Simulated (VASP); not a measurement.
# C (P6_3/mmc) in VASP: settings compared

One crystal, C, is run at these levels: rev-vdW-DF2, PBE+D3(BJ); tasks: band structure.

All numbers are computed with VASP 6.6.1; they aren't measurements. Logs are shortened: lines on timing, memory, paths and dates and some standing lists are left out, and cuts for length are marked.

## (1) The structure

Symmetry: P6_3/mmc, No. 194, hexagonal system. Conventional cell: a = 2.465 Å, b = 2.465 Å, c = 6.560 Å, α = 90.00°, β = 90.00°, γ = 120.00°. C (site symmetry -6m2) has 3 C at 1.42 Å as nearest neighbours. C (site symmetry -6m2) is surrounded by 3 C at 1.42 Å.

## (2) Band structure, rev-vdW-DF2

Contents of INCAR:

```
SYSTEM = C
AGGAC = 0.0 ; ALGO = Normal
EDIFF = 1E-6 ; ENCUT = 520
GGA = MK ; ICORELEVEL = 1
ISIF = 2 ; ISMEAR = 0
LASPH = .True. ; LCHARG = .False.
LREAL = .False. ; LUSE_VDW = .True.
LWAVE = .False. ; NBANDS = 16
NELM = 80 ; PARAM1 = 0.1234
PARAM2 = 0.711357 ; PREC = Accurate
SIGMA = 0.03 ; ZAB_VDW = -1.8867
```

Contents of KPOINTS:

```
k-points
0
Gamma
  12 12 4
  0 0 0
```

Contents of POSCAR:

```
C                                       
1.0
    2.4646916590     -0.0000000000      0.0000000000
   -1.2323458295      2.1344855896     -0.0000000000
    0.0000000000     -0.0000000000      6.5602931915
  C             
     4
Direct
     1.0000000000000000    0.0000000000000000    0.2500000000000000
     0.0000000000000000    0.0000000000000000    0.7500000000000000
     0.3333333300000021    0.6666666699999979    0.2500000000000000
     0.6666666699999979    0.3333333300000021    0.7500000000000000
```

Contents of KPOINTS_OPT:

```
explicit points
141
Reciprocal
 0.0000000000  0.0000000000  0.0000000000 1
 0.0357142857  0.0000000000  0.0000000000 1
 0.0714285714  0.0000000000  0.0000000000 1
 0.1071428571  0.0000000000  0.0000000000 1
 0.1428571429  0.0000000000  0.0000000000 1
 0.1785714286  0.0000000000  0.0000000000 1
[... 133 lines left out ...]
 0.5000000000  0.0000000000  0.5000000000 1
 0.5000000000  0.0000000000  0.0000000000 1
```

Potentials or basis: VASP PAW PBE potentials, release 64 (C).

Run with:

```
$ cat potpaw_PBE.64/C/POTCAR > POTCAR
$ mpirun -np 1 vasp_std > vasp.out
```

OUTCAR:

```text
SYSTEM = C
   EDIFF = 1E-6
   ENCUT = 520
   GGA = MK
   ISIF = 2
   ISMEAR = 0
   LASPH = .True.
   LREAL = .False.
   NELM = 80
   PREC = Accurate

 ion  position               nearest neighbor table
   1  0.000  0.000  0.250-   3 1.42   3 1.42   3 1.42
   2  0.000  0.000  0.750-   4 1.42   4 1.42   4 1.42
   3  0.333  0.667  0.250-   1 1.42   1 1.42   1 1.42
   4  0.667  0.333  0.750-   2 1.42   2 1.42   2 1.42

  LATTYP: Found a hexagonal cell.
 ALAT       =     2.4646916590
 C/A-ratio  =     2.6617094952

  Lattice vectors:

 A1 = (   2.4646916590,   0.0000000000,   0.0000000000)
 A2 = (  -1.2323458295,   2.1344855896,   0.0000000000)
 A3 = (   0.0000000000,   0.0000000000,   6.5602931915)

Analysis of symmetry for initial positions (statically):
=====================================================================
 Subroutine PRICEL returns:
 Original cell was already a primitive cell.

 Routine SETGRP: Setting up the symmetry group for a
 hexagonal supercell.

 Subroutine GETGRP returns: Found 24 space group operations
 (whereof 12 operations were pure point group operations)
 out of a pool of 24 trial point group operations.

The static configuration has the point symmetry D_3d.
 The point group associated with its full space group is D_6h.

Analysis of symmetry for dynamics (positions and initial velocities):
=====================================================================
 Subroutine PRICEL returns:
 Original cell was already a primitive cell.

 Routine SETGRP: Setting up the symmetry group for a
 hexagonal supercell.

 Subroutine GETGRP returns: Found 24 space group operations
 (whereof 12 operations were pure point group operations)
 out of a pool of 24 trial point group operations.

The dynamic configuration has the point symmetry D_3d.
 The point group associated with its full space group is D_6h.

 Subroutine INISYM returns: Found 24 space group operations
 (whereof 12 operations are pure point group operations),
 and found     1 'primitive' translations

----------------------------------------------------------------------------------------

                                     Primitive cell

  volume of cell :      34.5127

  direct lattice vectors                    reciprocal lattice vectors
     2.464691659  0.000000000  0.000000000     0.405730265  0.234248478  0.000000000
    -1.232345830  2.134485590  0.000000000     0.000000000  0.468496955  0.000000000
     0.000000000  0.000000000  6.560293191     0.000000000  0.000000000  0.152432212

  length of vectors
     2.464691659  2.464691659  6.560293191     0.468496955  0.468496955  0.152432212

  position of ions in fractional coordinates (direct lattice)
     0.000000000  0.000000000  0.250000000
     0.000000000  0.000000000  0.750000000
     0.333333330  0.666666670  0.250000000
     0.666666670  0.333333330  0.750000000

  ion indices of the primitive-cell ions
   primitive index   ion index
                 1           1
                 2           2
                 3           3
                 4           4

----------------------------------------------------------------------------------------

 KPOINTS: k-points

Automatic generation of k-mesh.
 Grid dimensions read from file:
 generate k-points for:   12   12    4

 Generating k-lattice:

  Cartesian coordinates                     Fractional coordinates (reciprocal lattice)
     0.033810855  0.019520706  0.000000000     0.083333333  0.000000000  0.000000000
     0.000000000  0.039041413  0.000000000     0.000000000  0.083333333  0.000000000
     0.000000000  0.000000000  0.038108053     0.000000000  0.000000000  0.250000000

  Length of vectors
     0.039041413  0.039041413  0.038108053

  Shift w.r.t. Gamma in fractional coordinates (k-lattice)
     0.000000000  0.000000000  0.000000000

 Subroutine IBZKPT returns following result:
 ===========================================

 Found     57 irreducible k-points:

 Following reciprocal coordinates:
            Coordinates               Weight
  0.000000  0.000000  0.000000      1.000000
  0.083333  0.000000  0.000000      6.000000
  0.166667 -0.000000  0.000000      6.000000
  0.250000  0.000000  0.000000      6.000000
  0.333333 -0.000000  0.000000      6.000000
  0.416667  0.000000  0.000000      6.000000
[... 16 lines left out ...]
  0.250000  0.000000  0.250000     12.000000
  0.333333 -0.000000  0.250000     12.000000
 [... further k-points ...]
   k-points           NKPTS =     57   k-points in BZ     NKDIM =     57   number of bands    NBANDS=     16
   number of dos      NEDOS =    301   number of ions     NIONS =      4
   total plane-waves  NPLWV =  16200
   dimension x,y,z NGX =    18 NGY =   18 NGZ =   50
   dimension x,y,z NGXF=    36 NGYF=   36 NGZF=  100
   ions per type =               4
   NGX,Y,Z   is equivalent  to a cutoff of  12.14, 12.14, 12.67 a.u.
   NGXF,Y,Z  is equivalent  to a cutoff of  24.28, 24.28, 25.34 a.u.
 SYSTEM =  C
   PREC   = accura    normal or accurate (medium, high low for compatibility)
   ISTART =      0    job   : 0-new  1-cont  2-samecut
   ICHARG =      2    charge: 1-file 2-atom 10-const
   ISPIN  =      1    spin polarized calculation?
   LNONCOLLINEAR =      F non collinear calculations
   LSORBIT =      F    spin-orbit coupling
   LASPH  =      T    aspherical Exc in radial PAW
   ENCUT  =  520.0 eV  38.22 Ry    6.18 a.u.   4.58  4.58 12.20*2*pi/ulx,y,z
   NELM   =     80;   NELMIN=  2; NELMDL= -5     # of ELM steps
   EDIFF  = 0.1E-05   stopping-criterion for ELM
   LREAL  =      F    real-space projection
   EDIFFG = 0.1E-04   stopping-criterion for IOM
   NSW    =      0    number of steps for IOM
   IBRION =     -1    ionic relax: 0-MD 1-quasi-New 2-CG
   NFREE  =      0    steps in history (QN), initial steepest desc. (CG)
   ISIF   =      2    stress and relaxation
   ISYM   =      2    0-nonsym 1-usesym 2-fastsym
   POTIM  = 0.5000    time-step for ionic-motion
   TEBEG  =    0.0;   TEEND  =   0.0 temperature during run
   PSTRESS=    0.0 pullay stress
   NELECT =      16.0000    total number of electrons
   NUPDOWN=      -1.0000    fix difference up-down
   EMIN   =  10.00;   EMAX   =-10.00  energy-range for DOS
   EFERMI =   0.00;   METHOD = LEGACY
   ISMEAR =     0;   SIGMA  =   0.03  broadening in eV -4-tet -1-fermi 0-gaus
   EFERMI_NEDOS =   21; number of points for ismear=-14 and -15
   IALGO  =     38    algorithm
   IMIX   =      4    mixing-type and parameters
     AMIX     =   0.40;   BMIX     =  1.00
     AMIX_MAG =   1.60;   BMIX_MAG =  1.00
  volume/ion in A,a.u.               =       8.63        58.23
  Fermi-wavevector in a.u.,A,eV,Ry     =   1.267035  2.394348 21.842475  1.605377
  Thomas-Fermi vector in A             =   2.400204
   LORBIT       =      0    0 simple, 1 ext, 2 COOP (PROOUT), +10 PAW based schemes
   GGA     = MK    functional components
   LHFCALC =     F    Hartree Fock is set to
   AEXX    =    0.0000 exact exchange contribution
   IVDW_NL    =     1    kernel type
   BPARAM     = 6.3000
   IVDW    =     0    specifies the selected vdW correction
   LEPSILON=     F    determine dielectric tensor
   LRPA    =     F    only Hartree local field effects (RPA)
 non-spin polarized calculation
 Gauss-broadening in eV      SIGMA  =   0.03
  energy-cutoff  :      520.00
  volume of cell :       34.51
 maximum number of plane-waves:       948
   NGX =  9   NGY =  9   NGZ = 25

 number of electron      15.9999993 magnetization

 Free energy of the ion-electron system (eV)
  ---------------------------------------------------
  ext. energy  EPLUGINS =         0.00000000
  ---------------------------------------------------
  free energy    TOTEN  =       -33.15139076 eV

  energy without entropy =      -33.15090896  energy(sigma->0) =      -33.15114986

 the core state eigenenergies are
   1-  1s   -260.7679
   2-  1s   -260.7679
   3-  1s   -260.7200
   4-  1s   -260.7200

 E-fermi :   4.7728     XC(G=0): -10.6825

 val. band max:        4.7723905607   @ k =   0.3333   0.3333   0.5000
 cond. band min:       4.7728350510   @ k =   0.3333   0.3333   0.2500
 fundamental gap:      0.0004444903
 Fermi energy:         4.7727640848

 k-point     1 :       0.0000    0.0000    0.0000
  band No.  band energies     occupation
      1     -14.8171      2.00000
      2     -14.4475      2.00000
      3      -3.8787      2.00000
      4      -1.6016      2.00000
      5       1.7277      2.00000
      6       1.7277      2.00000
[... 8 lines left out ...]
     15      16.1116      0.00000
     16      16.3664      0.00000

 k-point     2 :       0.0833    0.0000    0.0000
  band No.  band energies     occupation
      1     -14.6517      2.00000
      2     -14.2857      2.00000
      3      -3.6766      2.00000
      4      -1.4144      2.00000
      5       1.0773      2.00000
      6       1.1196      2.00000
[... 8 lines left out ...]
     15      15.7950      0.00000
     16      15.8449      0.00000

 k-point     3 :       0.1667   -0.0000    0.0000
  band No.  band energies     occupation
      1     -14.1570      2.00000
      2     -13.8019      2.00000
      3      -3.0746      2.00000
      4      -0.8594      2.00000
      5      -0.5596      2.00000
      6      -0.4794      2.00000
[... 8 lines left out ...]
     15      15.7184      0.00000
     16      16.2339      0.00000

 k-point     4 :       0.2500    0.0000    0.0000
  band No.  band energies     occupation
      1     -13.3390      2.00000
      2     -13.0020      2.00000
      3      -2.6607      2.00000
      4      -2.5373      2.00000
      5      -2.0876      2.00000
      6      -0.2845      2.00000
[... 8 lines left out ...]
     15      18.1914      0.00000
     16      18.2481      0.00000

 k-point     5 :       0.3333   -0.0000    0.0000
  band No.  band energies     occupation
      1     -12.2103      2.00000
      2     -11.8980      2.00000
      3      -4.8703      2.00000
      4      -4.7046      2.00000
      5      -1.0162      2.00000
      6      -0.9502      2.00000
[... 8 lines left out ...]
     15      19.5906      0.00000
     16      21.0189      0.00000

 k-point     6 :       0.4167    0.0000    0.0000
  band No.  band energies     occupation
      1     -10.8006      2.00000
      2     -10.5221      2.00000
      3      -6.9778      2.00000
      4      -6.7762      2.00000
      5      -1.4879      2.00000
      6      -1.4191      2.00000
[... 8 lines left out ...]
     15      18.5301      0.00000
     16      20.7406      0.00000
[... 96 lines left out ...]
 k-point    12 :       0.4167    0.0833    0.0000
  band No.  band energies     occupation
      1      -9.9190      2.00000
      2      -9.6744      2.00000
      3      -7.8145      2.00000
      4      -7.6152      2.00000
      5      -2.1361      2.00000
      6      -2.0501      2.00000
[... 8 lines left out ...]
     15      18.4079      0.00000
     16      19.2954      0.00000

 k-point    13 :       0.1667    0.1667    0.0000
  band No.  band energies     occupation
      1     -12.8534      2.00000
      2     -12.5269      2.00000
      3      -2.9687      2.00000
      4      -2.9006      2.00000
      5      -1.6293      2.00000
      6      -1.5797      2.00000
[... 8 lines left out ...]
     15      16.5253      0.00000
     16      16.9461      0.00000

 k-point    14 :       0.2500    0.1667    0.0000
  band No.  band energies     occupation
      1     -11.7356      2.00000
      2     -11.4339      2.00000
      3      -4.7140      2.00000
      4      -4.5844      2.00000
      5      -2.6992      2.00000
      6      -2.6093      2.00000
[... 8 lines left out ...]
     15      17.3788      0.00000
     16      18.2282      0.00000

 k-point    15 :       0.3333    0.1667    0.0000
  band No.  band energies     occupation
      1     -10.3461      2.00000
      2     -10.0783      2.00000
      3      -6.6410      2.00000
      4      -6.4585      2.00000
      5      -3.2833      2.00000
      6      -3.1703      2.00000
[... 8 lines left out ...]
     15      17.7826      0.00000
     16      17.9838      0.00000

 k-point    16 :       0.4167    0.1667    0.0000
  band No.  band energies     occupation

------------------------ aborting loop because EDIFF is reached ----------------------------------------

  FORCE on cell =-STRESS in cart. coord.  units (eV):
  Direction    XX          YY          ZZ          XY          YZ          ZX
  --------------------------------------------------------------------------------------
  -------------------------------------------------------------------------------------
  Total        0.1129541      0.1129541      0.0651388      0.0000000      0.0000000      0.0000000
  in kB        5.2436463      5.2436463      3.0239279      0.0000000      0.0000000      0.0000000
  external PRESSURE =       4.5037401 kB  Pullay stress =       0.0000000 kB

 VOLUME and BASIS-vectors are now :
 -----------------------------------------------------------------------------
  energy-cutoff  :      520.00
  volume of cell :       34.51
      direct lattice vectors                 reciprocal lattice vectors
     2.464691659  0.000000000  0.000000000     0.405730265  0.234248478  0.000000000
    -1.232345830  2.134485590  0.000000000     0.000000000  0.468496955  0.000000000
     0.000000000  0.000000000  6.560293191     0.000000000  0.000000000  0.152432212

 POSITION                                       TOTAL-FORCE (eV/Angst)
 -----------------------------------------------------------------------------------
      0.00000      0.00000      1.64007        -0.000000      0.000000      0.000000
      0.00000      0.00000      4.92022         0.000000      0.000000     -0.000000
     -0.00000      1.42299      1.64007         0.000000      0.000000      0.000000
      1.23235      0.71150      4.92022        -0.000000      0.000000      0.000000
 -----------------------------------------------------------------------------------
    total drift:                               -0.000000      0.000000      0.000000

  FREE ENERGIE OF THE ION-ELECTRON SYSTEM (eV)
  ---------------------------------------------------
  free  energy   TOTEN  =       -33.1513907605 eV

  energy  without entropy=      -33.1509089582  energy(sigma->0) =      -33.15114986

Total vdW correction in eV:      2.0960866
```

It took 75 s on 1 thread of Intel Xeon Platinum 8559C (Emerald Rapids), shared host; peak memory 0.28 GiB.

Results:

```yaml
Free_energy: -33.1514 eV
Pressure: 0.5 GPa
Band_gap_along_the_path: none (metal or under the smearing width)
```

Stress tensor (GPa, compression positive):
```
0.52 0.00 0.00
0.00 0.52 0.00
0.00 0.00 0.30
```

Levels at the corners of the path, in eV from the Fermi level:
```
point  band 6  band 7  band 8  band 9  band 10  band 11
    Γ   -3.05   -3.02   -3.02    4.20     8.36     8.36
    M   -6.35   -2.83   -2.04    1.51     2.27     7.26
    M   -6.35   -2.83   -2.04    1.51     2.27     7.26
    K  -10.50   -0.73   -0.02   -0.02     0.85    11.09
    K  -10.50   -0.73   -0.02   -0.02     0.85    11.09
    Γ   -3.05   -3.02   -3.02    4.20     8.36     8.36
    Γ   -3.05   -3.02   -3.02    4.20     8.36     8.36
    A   -3.03   -3.03   -3.03    7.06     7.06     8.39
    A   -3.03   -3.03   -3.03    7.06     7.06     8.39
    L   -6.39   -2.35   -2.35    1.63     1.63     7.49
    L   -6.39   -2.35   -2.35    1.63     1.63     7.49
    H  -10.51    0.00    0.00    0.02     0.02     9.97
    H  -10.51    0.00    0.00    0.02     0.02     9.97
    A   -3.03   -3.03   -3.03    7.06     7.06     8.39
    L   -6.39   -2.35   -2.35    1.63     1.63     7.49
    M   -6.35   -2.83   -2.04    1.51     2.27     7.26
    K  -10.50   -0.73   -0.02   -0.02     0.85    11.09
    H  -10.51    0.00    0.00    0.02     0.02     9.97
```

Core levels (eV, on the scale of the bands):
```csv
atom,levels
1 C,1s -260.8
2 C,1s -260.8
3 C,1s -260.7
4 C,1s -260.7
```

Caveat: the PAW data sets were made with another functional, which shifts forces and pressure a little.

## (3) Band structure, PBE+D3(BJ)

This run uses another cell than the first one, of 8.79 Å³/atom, 1.019 times its volume.

Contents of INCAR:

```
SYSTEM = C
PREC = Accurate
ENCUT = 520
EDIFF = 1E-7
ISMEAR = 0
SIGMA = 0.03
LREAL = .False.
LASPH = .True.
NELM = 80
ALGO = Fast
ISIF = 2
LWAVE = .False.
LCHARG = .False.
GGA = PE
IVDW = 12
NBANDS = 16
ICORELEVEL = 1
```

Contents of KPOINTS:

```
Automatic mesh
0
Gamma
  12 12 4
  0 0 0
```

Contents of POSCAR:

```
C                                       
1.0
    2.4653911080      0.0000000000      0.0000000000
   -1.2326955540      2.1350913301      0.0000000000
   -0.0000000000     -0.0000000000      6.6815895421
  C             
     4
Direct
     0.0000000000000000    0.0000000000000000    0.2500000000000000
     0.0000000000000000    0.0000000000000000    0.7500000000000000
     0.3333333300000021    0.6666666699999979    0.2500000000000000
     0.6666666699999979    0.3333333300000021    0.7500000000000000
```

KPOINTS_OPT is that of step 2.

Potentials or basis: VASP PAW PBE potentials, release 64 (C).

Run with:

```
$ cat potpaw_PBE.64/C/POTCAR > POTCAR
$ mpirun -np 1 vasp_std > vasp.out
```

It took 41 s on 1 thread of Intel Xeon Platinum 8488C (Sapphire Rapids), shared host; peak memory 0.17 GiB.

Results (log left out):

```yaml
Free_energy: -37.4626 eV
Pressure: 0.4 GPa
Band_gap_along_the_path: none (metal or under the smearing width)
Dispersion_energy_per_atom: -0.157 eV
```

Stress tensor (GPa, compression positive):
```
0.53 0.00 0.00
0.00 0.53 0.00
0.00 0.00 0.15
```

Levels at the corners of the path, in eV from the Fermi level:
| point | band 4 | band 5 | band 6 | band 7 | band 8 | band 9 | band 10 | band 11 | band 12 | band 13 |
| --- | --- | --- | --- | --- | --- | --- | --- | --- | --- | --- |
| Γ | -6.51 | -3.01 | -3.01 | -2.99 | -2.99 | 4.33 | 8.32 | 8.32 | 8.38 | 8.38 |
| M | -13.15 | -6.41 | -6.35 | -2.77 | -2.07 | 1.52 | 2.20 | 7.20 | 7.61 | 11.31 |
| M | -13.15 | -6.41 | -6.35 | -2.77 | -2.07 | 1.52 | 2.20 | 7.20 | 7.61 | 11.31 |
| K | -12.47 | -10.52 | -10.52 | -0.65 | -0.02 | -0.02 | 0.74 | 11.16 | 11.16 | 12.22 |
| K | -12.47 | -10.52 | -10.52 | -0.65 | -0.02 | -0.02 | 0.74 | 11.16 | 11.16 | 12.22 |
| Γ | -6.51 | -3.01 | -3.01 | -2.99 | -2.99 | 4.33 | 8.32 | 8.32 | 8.38 | 8.38 |
| Γ | -6.51 | -3.01 | -3.01 | -2.99 | -2.99 | 4.33 | 8.32 | 8.32 | 8.38 | 8.38 |
| A | -7.62 | -3.00 | -3.00 | -3.00 | -3.00 | 7.00 | 7.00 | 8.35 | 8.35 | 8.35 |
| A | -7.62 | -3.00 | -3.00 | -3.00 | -3.00 | 7.00 | 7.00 | 8.35 | 8.35 | 8.35 |
| L | -13.21 | -6.38 | -6.38 | -2.35 | -2.35 | 1.66 | 1.66 | 7.40 | 7.40 | 12.61 |
| L | -13.21 | -6.38 | -6.38 | -2.35 | -2.35 | 1.66 | 1.66 | 7.40 | 7.40 | 12.61 |
| H | -12.56 | -10.53 | -10.53 | 0.00 | 0.00 | 0.02 | 0.02 | 10.17 | 10.17 | 13.67 |
| H | -12.56 | -10.53 | -10.53 | 0.00 | 0.00 | 0.02 | 0.02 | 10.17 | 10.17 | 13.67 |
| A | -7.62 | -3.00 | -3.00 | -3.00 | -3.00 | 7.00 | 7.00 | 8.35 | 8.35 | 8.35 |
| L | -13.21 | -6.38 | -6.38 | -2.35 | -2.35 | 1.66 | 1.66 | 7.40 | 7.40 | 12.61 |
| M | -13.15 | -6.41 | -6.35 | -2.77 | -2.07 | 1.52 | 2.20 | 7.20 | 7.61 | 11.31 |
| K | -12.47 | -10.52 | -10.52 | -0.65 | -0.02 | -0.02 | 0.74 | 11.16 | 11.16 | 12.22 |
| H | -12.56 | -10.53 | -10.53 | 0.00 | 0.00 | 0.02 | 0.02 | 10.17 | 10.17 | 13.67 |

Core levels (eV, on the scale of the bands):
```
atom     levels
 1 C  1s -261.2
 2 C  1s -261.2
 3 C  1s -261.2
 4 C  1s -261.2
```
